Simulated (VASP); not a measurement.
# AlN (P6_3mc) in VASP: a series of runs, part 2 of 2

VASP 6.6.1. Earlier steps stand in the parts before.

## 3. Relaxation of cell and atoms, r2SCAN

This run uses another cell than the first one, of 10.38 Å³/atom, 0.994 times its volume.

The input, INCAR:

```
SYSTEM = AlN
PREC     = Accurate       ! precision mode
ENCUT    = 520            ! plane-wave cutoff, eV
EDIFF    = 1E-7           ! SCF threshold, eV
ISMEAR   = 0              ! smearing method
SIGMA    = 0.02           ! smearing width, eV
LREAL    = .FALSE.        ! projectors in reciprocal space
LASPH    = .TRUE.         ! aspherical terms in the spheres
NELM     = 100            ! most SCF steps
ALGO     = Normal         ! electronic algorithm
ISIF     = 3              ! what is computed and relaxed
LWAVE    = .FALSE.        ! write WAVECAR
LCHARG   = .FALSE.        ! write CHGCAR
METAGGA  = R2SCAN         ! meta-GGA
LMIXTAU  = .TRUE.       
IBRION   = 2              ! ionic algorithm
NSW      = 80             ! ionic steps
EDIFFG   = -0.002         ! ionic threshold
KPAR     = 4
```

The input, KPOINTS:

```
regular mesh
0
G
  12 12 6
  0 0 0
```

The input, POSCAR:

```
AlN                                     
1.0
    3.1049958030     -0.0000000000      0.0000000000
   -1.5524979015      2.6890052420     -0.0000000000
   -0.0000000000      0.0000000000      4.9751431069
  Al              N             
     2     2
Direct
     0.3333333300000021    0.6666666699999979    0.9991628523928497
     0.6666666699999979    0.3333333300000021    0.4991628523928496
     0.3333333300000021    0.6666666699999979    0.3808371476071529
     0.6666666699999979    0.3333333300000021    0.8808371476071528
```

Potentials or basis: VASP PAW PBE potentials, release 64 (Al, N).

Started as:

```sh
> cat potpaw_PBE.64/Al/POTCAR potpaw_PBE.64/N/POTCAR > POTCAR
> mpirun -np 4 vasp_std > vasp.out
```

OUTCAR:

```text
SYSTEM = AlN
   PREC = Accurate
   ENCUT = 520
   EDIFF = 1E-7
   ISMEAR = 0
   LREAL = .FALSE.
   LASPH = .TRUE.
   NELM = 100
   ISIF = 3
   METAGGA = R2SCAN
   IBRION = 2
   NSW = 80
   EDIFFG = -0.002

 ion  position               nearest neighbor table
   1  0.333  0.667  0.999-   4 1.89   4 1.89   4 1.89   3 1.90   2 3.07   2 3.07   2 3.07   2 3.07
                             2 3.07   2 3.07
   2  0.667  0.333  0.499-   3 1.89   3 1.89   3 1.89   4 1.90   1 3.07   1 3.07   1 3.07   1 3.07
                             1 3.07   1 3.07
   3  0.333  0.667  0.381-   2 1.89   2 1.89   2 1.89   1 1.90
   4  0.667  0.333  0.881-   1 1.89   1 1.89   1 1.89   2 1.90

  LATTYP: Found a hexagonal cell.
 ALAT       =     3.1049958030
 C/A-ratio  =     1.6023026833

  Lattice vectors:

 A1 = (   3.1049958030,   0.0000000000,   0.0000000000)
 A2 = (  -1.5524979015,   2.6890052420,   0.0000000000)
 A3 = (   0.0000000000,   0.0000000000,   4.9751431069)

Analysis of symmetry for initial positions (statically):
=====================================================================
 Subroutine PRICEL returns:
 Original cell was already a primitive cell.

 Routine SETGRP: Setting up the symmetry group for a
 hexagonal supercell.

 Subroutine GETGRP returns: Found 12 space group operations
 (whereof  6 operations were pure point group operations)
 out of a pool of 24 trial point group operations.

The static configuration has the point symmetry C_3v.
 The point group associated with its full space group is C_6v.

Analysis of symmetry for dynamics (positions and initial velocities):
=====================================================================
 Subroutine PRICEL returns:
 Original cell was already a primitive cell.

 Routine SETGRP: Setting up the symmetry group for a
 hexagonal supercell.

 Subroutine GETGRP returns: Found 12 space group operations
 (whereof  6 operations were pure point group operations)
[... 135 lines left out ...]
   IVDW    =     0    specifies the selected vdW correction
   LEPSILON=     F    determine dielectric tensor
   LRPA    =     F    only Hartree local field effects (RPA)
 conjugate gradient relaxation of ions
 non-spin polarized calculation
 Gauss-broadening in eV      SIGMA  =   0.02
  energy-cutoff  :      520.00
  volume of cell :       41.54
 maximum number of plane-waves:      1132
 NGX is ok and might be reduce to    24
   NGX = 11   NGY = 11   NGZ = 19

 number of electron      15.9999996 magnetization

 Free energy of the ion-electron system (eV)
  ---------------------------------------------------
  ext. energy  EPLUGINS =         0.00000000
  ---------------------------------------------------
  free energy    TOTEN  =       -38.45646904 eV

  energy without entropy =      -38.45646904  energy(sigma->0) =      -38.45646904

 E-fermi :   6.0386     XC(G=0): -11.4248

 val. band max:        5.9363150166   @ k =   0.0000   0.0000   0.0000
 cond. band min:      10.8718693787   @ k =   0.0000   0.0000   0.0000
 fundamental gap:      4.9355543621
 Fermi energy:         6.0385951678

 k-point     1 :       0.0000    0.0000    0.0000
  band No.  band energies     occupation
      1     -10.0564      2.00000
      2      -7.9285      2.00000
      3      -0.1420      2.00000
      4       5.0486      2.00000
      5       5.0486      2.00000
      6       5.7101      2.00000
      7       5.7101      2.00000
      8       5.9363      2.00000
      9      10.8719      0.00000
     10      13.4902      0.00000
     11      17.5680      0.00000
     12      17.9916      0.00000
[... 331 lines left out ...]
 k-point    24 :       0.3333   -0.0000    0.1667
  band No.  band energies     occupation
      1      -8.7312      2.00000
      2      -7.5214      2.00000
      3       0.9636      2.00000
      4       1.9441      2.00000
      5       2.5543      2.00000
      6       4.1207      2.00000
      7       5.1325      2.00000
      8       5.2617      2.00000
      9      12.5170      0.00000
     10      13.3468      0.00000
     11      15.3131      0.00000
     12      17.0859      0.00000

 [... further k-points ...]
[... 5 lines left out ...]
  --------------------------------------------------------------------------------------
  -------------------------------------------------------------------------------------
  Total       -0.0028415     -0.0028415     -0.0014829      0.0000000      0.0000000      0.0000000
  in kB       -0.1095971     -0.1095971     -0.0571940      0.0000000      0.0000000      0.0000000
  external PRESSURE =      -0.0921294 kB  Pullay stress =       0.0000000 kB

 VOLUME and BASIS-vectors are now :
 -----------------------------------------------------------------------------
  energy-cutoff  :      520.00
  volume of cell :       41.54
      direct lattice vectors                 reciprocal lattice vectors
     3.104995803  0.000000000  0.000000000     0.322061627  0.185942367  0.000000000
    -1.552497901  2.689005242  0.000000000     0.000000000  0.371884734  0.000000000
     0.000000000  0.000000000  4.975143107     0.000000000  0.000000000  0.200999243

 POSITION                                       TOTAL-FORCE (eV/Angst)
 -----------------------------------------------------------------------------------
     -0.00000      1.79267      4.97098         0.000000      0.000000     -0.000098
      1.55250      0.89634      2.48341        -0.000000     -0.000000     -0.000098
     -0.00000      1.79267      1.89472         0.000000      0.000000      0.000098
      1.55250      0.89634      4.38229         0.000000     -0.000000      0.000098
 -----------------------------------------------------------------------------------
    total drift:                               -0.000009      0.000005     -0.025035

  FREE ENERGIE OF THE ION-ELECTRON SYSTEM (eV)
  ---------------------------------------------------
  free  energy   TOTEN  =       -38.4564690364 eV

  energy  without entropy=      -38.4564690364  energy(sigma->0) =      -38.45646904

 reached required accuracy - stopping structural energy minimisation
```

Wall time 59 s (4 MPI ranks of Intel Xeon Platinum 8488C (Sapphire Rapids), shared host); peak memory 0.17 GiB.

What came out:

```
Free energy             : -38.4565 eV
Pressure after relaxing : 0.0 GPa
Band gap on the k mesh  : 4.94 eV, direct
```

Final structure:
```xyz
4
Lattice="3.1050 0.0000 0.0000 -1.5525 2.6890 0.0000 0.0000 0.0000 4.9751" Properties=species:S:1:pos:R:3 pbc="T T T"
Al    0.0000    1.7927    4.9710
Al    1.5525    0.8963    2.4834
N     0.0000    1.7927    1.8947
N     1.5525    0.8963    4.3823
```

Caveat: the relaxation stopped at its first step, so nothing moved; the PAW data sets were made with another functional, which shifts forces and pressure a little. A k mesh can miss the band edges.

## 4. Vibrations by finite differences, r2SCAN

This run uses another cell than the first one, of 10.38 Å³/atom, 0.994 times its volume.

The input, INCAR:

```
SYSTEM = AlN
PREC     = Accurate       ! precision mode
ENCUT    = 520            ! plane-wave cutoff, eV
EDIFF    = 1E-8           ! SCF threshold, eV
ISMEAR   = 0              ! smearing method
SIGMA    = 0.02           ! smearing width, eV
LREAL    = .FALSE.        ! projectors in reciprocal space
LASPH    = .TRUE.         ! aspherical terms in the spheres
NELM     = 100            ! most SCF steps
ALGO     = Normal         ! electronic algorithm
ISIF     = 2              ! what is computed and relaxed
LWAVE    = .FALSE.        ! write WAVECAR
LCHARG   = .FALSE.        ! write CHGCAR
METAGGA  = R2SCAN         ! meta-GGA
LMIXTAU  = .TRUE.       
NBANDS   = 16             ! bands
IBRION   = 6              ! ionic algorithm
NFREE    = 2            
POTIM    = 0.015          ! step
NSW      = 1              ! ionic steps
KPAR     = 4
```

KPOINTS is that of step 3.

The input, POSCAR:

```
AlN                                     
1.0
    3.1049958030      0.0000000000      0.0000000000
   -1.5524979015      2.6890052420      0.0000000000
    0.0000000000      0.0000000000      4.9751431069
  Al              N             
     2     2
Direct
     0.3333333300000021    0.6666666699999979    0.9991628523928497
     0.6666666699999979    0.3333333300000021    0.4991628523928497
     0.3333333300000021    0.6666666699999979    0.3808371476071528
     0.6666666699999979    0.3333333300000021    0.8808371476071528
```

Potentials or basis: VASP PAW PBE potentials, release 64 (Al, N).

Started as:

```sh
> cat potpaw_PBE.64/Al/POTCAR potpaw_PBE.64/N/POTCAR > POTCAR
> mpirun -np 4 vasp_std > vasp.out
```

OUTCAR:

```text
SYSTEM = AlN
   PREC = Accurate
   ENCUT = 520
   EDIFF = 1E-8
   ISMEAR = 0
   LREAL = .FALSE.
   LASPH = .TRUE.
   NELM = 100
   ISIF = 2
   METAGGA = R2SCAN
   IBRION = 6
   NFREE = 2
   POTIM = 0.015
   NSW = 1

 ion  position               nearest neighbor table
   1  0.333  0.667  0.999-   4 1.89   4 1.89   4 1.89   3 1.90   2 3.07   2 3.07   2 3.07   2 3.07
                             2 3.07   2 3.07
   2  0.667  0.333  0.499-   3 1.89   3 1.89   3 1.89   4 1.90   1 3.07   1 3.07   1 3.07   1 3.07
                             1 3.07   1 3.07
   3  0.333  0.667  0.381-   2 1.89   2 1.89   2 1.89   1 1.90
   4  0.667  0.333  0.881-   1 1.89   1 1.89   1 1.89   2 1.90

  LATTYP: Found a hexagonal cell.
 ALAT       =     3.1049958030
 C/A-ratio  =     1.6023026833

  Lattice vectors:

 A1 = (   3.1049958030,   0.0000000000,   0.0000000000)
 A2 = (  -1.5524979015,   2.6890052420,   0.0000000000)
 A3 = (   0.0000000000,   0.0000000000,   4.9751431069)

Analysis of symmetry for initial positions (statically):
=====================================================================
 Subroutine PRICEL returns:
 Original cell was already a primitive cell.

 Routine SETGRP: Setting up the symmetry group for a
 hexagonal supercell.

 Subroutine GETGRP returns: Found 12 space group operations
 (whereof  6 operations were pure point group operations)
 out of a pool of 24 trial point group operations.

The static configuration has the point symmetry C_3v.
 The point group associated with its full space group is C_6v.

Analysis of symmetry for dynamics (positions and initial velocities):
=====================================================================
[... 479 lines left out ...]
  energy without entropy =      -38.45417291  energy(sigma->0) =      -38.45417291

 E-fermi :   6.0627     XC(G=0): -11.4246

 val. band max:        5.9110316858   @ k =   0.0000   0.0000   0.0000
 cond. band min:      10.8695522827   @ k =   0.0000   0.0000   0.0000
 fundamental gap:      4.9585205969
 Fermi energy:         6.0627170641

 k-point     1 :       0.0000    0.0000    0.0000
  band No.  band energies     occupation
      1     -10.0563      2.00000
      2      -7.9273      2.00000
      3      -0.1502      2.00000
      4       5.0595      2.00000
      5       5.0595      2.00000
      6       5.7213      2.00000
[... 433 lines left out ...]
      3       0.9583      2.00000
      4       1.9420      2.00000
      5       2.5660      2.00000
      6       4.1292      2.00000
[... 8 lines left out ...]
     15      19.4208      0.00000
     16      21.3651      0.00000

 [... further k-points ...]
[... 5 lines left out ...]
  --------------------------------------------------------------------------------------
  -------------------------------------------------------------------------------------
  Total       -0.0844328     -0.0844328      0.1934847      0.0000000     -0.0000000      0.0000000
  in kB       -3.2565915     -3.2565915      7.4627496      0.0000000     -0.0000000      0.0000000
  external PRESSURE =       0.3165222 kB  Pullay stress =       0.0000000 kB
[... 19 lines left out ...]
  FREE ENERGIE OF THE ION-ELECTRON SYSTEM (eV)
  ---------------------------------------------------
  free  energy   TOTEN  =       -38.4541729055 eV

  energy  without entropy=      -38.4541729055  energy(sigma->0) =      -38.45417291

 INTERNAL STRAIN TENSORS FROM DISPLACED ATOMS
 ============================================

 INTERNAL STRAIN TENSOR FOR ION    1 for displacements in x,y,z  (eV/Angst):
          X           Y           Z          XY          YZ          ZX
  --------------------------------------------------------------------------------
  x     0.00000     0.00000    -0.00000    -8.99910     0.00000    -5.31101
  y    -8.99910     8.99910     0.00000    -0.00000    -5.31102    -0.00000
  z    -5.55229    -5.55229    12.30557     0.00000     0.00000     0.00000

 INTERNAL STRAIN TENSOR FOR ION    4 for displacements in x,y,z  (eV/Angst):
          X           Y           Z          XY          YZ          ZX
  --------------------------------------------------------------------------------
  x     0.00000     0.00000     0.00000    10.76850    -0.00000     5.31227
  y    10.76850   -10.76850     0.00000    -0.00000     5.31227     0.00000
  z     5.54695     5.54695   -12.38195     0.00000     0.00000     0.00000

 Eigenvectors and eigenvalues of the dynamical matrix
 ----------------------------------------------------

   1 f  =   22.279344 THz   139.985244 2PiTHz  743.158908 cm-1    92.139920 meV
             X         Y         Z           dx          dy          dz
     -0.000000  1.792670  4.970978     0.000000    0.000000   -0.017133
      1.552498  0.896335  2.483407     0.000000    0.000000    0.017133
     -0.000000  1.792670  1.894719    -0.000000   -0.000000   -0.706899
      1.552498  0.896335  4.382291    -0.000000   -0.000000    0.706899
[... 71 lines left out ...]
  12 f/i=    0.020714 THz     0.130151 2PiTHz    0.690952 cm-1     0.085667 meV
             X         Y         Z           dx          dy          dz
     -0.000000  1.792670  4.970978    -0.000000   -0.000000   -0.574199
      1.552498  0.896335  2.483407    -0.000000   -0.000000   -0.574199
     -0.000000  1.792670  1.894719    -0.000000   -0.000000   -0.412669
      1.552498  0.896335  4.382291    -0.000000   -0.000000   -0.412669

 ELASTIC MODULI CONTR FROM IONIC RELAXATION (kBar)
 Direction    XX          YY          ZZ          XY          YZ          ZX
 --------------------------------------------------------------------------------
 XX        -708.6286    350.2250    398.5919     -0.0000     -0.0000      0.0000
 YY         350.2250   -708.6286    398.5919      0.0000     -0.0000     -0.0000
 ZZ         398.5919    398.5919   -886.5730      0.0000     -0.0000      0.0000
 XY          -0.0000      0.0000      0.0000   -529.4268      0.0000      0.0000
 YZ          -0.0000      0.0000     -0.0000      0.0000   -137.8330     -0.0000
 ZX           0.0000     -0.0000      0.0000     -0.0000     -0.0000   -137.8327
 --------------------------------------------------------------------------------
```

OSZICAR:

```text
N       E                     dE             d eps       ncg     rms          rms(c)
DAV:   1     0.318578427179E+02    0.31858E+02   -0.74100E+03  2432   0.917E+02
DAV:   2    -0.434187051221E+02   -0.75277E+02   -0.69066E+02  3392   0.196E+02
DAV:   3    -0.470967896353E+02   -0.36781E+01   -0.36690E+01  3136   0.445E+01
[... 13 lines left out ...]
DAV:  13    -0.384541728210E+02    0.37819E-06   -0.11905E-08  2624   0.138E-03    0.219E-04
DAV:  14    -0.384541728801E+02   -0.59158E-07   -0.18686E-09  1744   0.429E-04    0.837E-05
DAV:  15    -0.384541728928E+02   -0.12667E-07   -0.17749E-10  1712   0.112E-04    0.402E-05
DAV:  16    -0.384541729044E+02   -0.11595E-07   -0.42564E-11  1712   0.655E-05    0.894E-06
DAV:  17    -0.384541729055E+02   -0.11228E-08   -0.24632E-11  1688   0.512E-05
   9 F= -.38454173E+02 E0= -.38454173E+02  d E =-.136405E-29
```

stdout:

```text
POSCAR found type information on POSCAR AlN
 POSCAR found :  2 types and       4 ions
 scaLAPACK will be used
 -----------------------------------------------------------------------------
|                                                                             |
|                                                                             |
|     You enforced a specific xc type in the INCAR file but a different       |
|     I HOPE YOU KNOW WHAT YOU ARE DOING!                                     |
|                                                                             |
 -----------------------------------------------------------------------------

 LDA part: xc-table for (None), standard interpolation
 POSCAR, INCAR and KPOINTS ok, starting setup
 FFT: planning ... GRIDC
 FFT: planning ... GRID_SOFT
 FFT: planning ... GRID
 WAVECAR not read
 entering main loop
 Found     4 degrees of freedom:
 Finite differences POTIM= 0.01500 DOF=   4
 bond charge predicted
 Finite differences progress:
 bond charge predicted
 Finite differences progress:
 bond charge predicted
 Finite differences progress:
 bond charge predicted
 Finite differences progress:
 bond charge predicted
 Finite differences progress:
 bond charge predicted
 Finite differences progress:
 bond charge predicted
 Finite differences progress:
 bond charge predicted
 Finite differences progress:
```

It took 16 min on 4 MPI ranks of Intel Xeon Platinum 8488C (Sapphire Rapids), shared host; peak memory 0.5 GiB.

Results:

- Highest phonon frequency at Γ, LO-TO splitting left out: 743 cm⁻¹

Phonon frequencies in cm⁻¹ (negative: imaginary):
```tsv
q point	frequencies
(0.000, 0.000, 0.000)	-1 0 0 250 250 559 626 670 670 682 682 743
```

Caveat: the PAW data sets were made with another functional, which shifts forces and pressure a little.
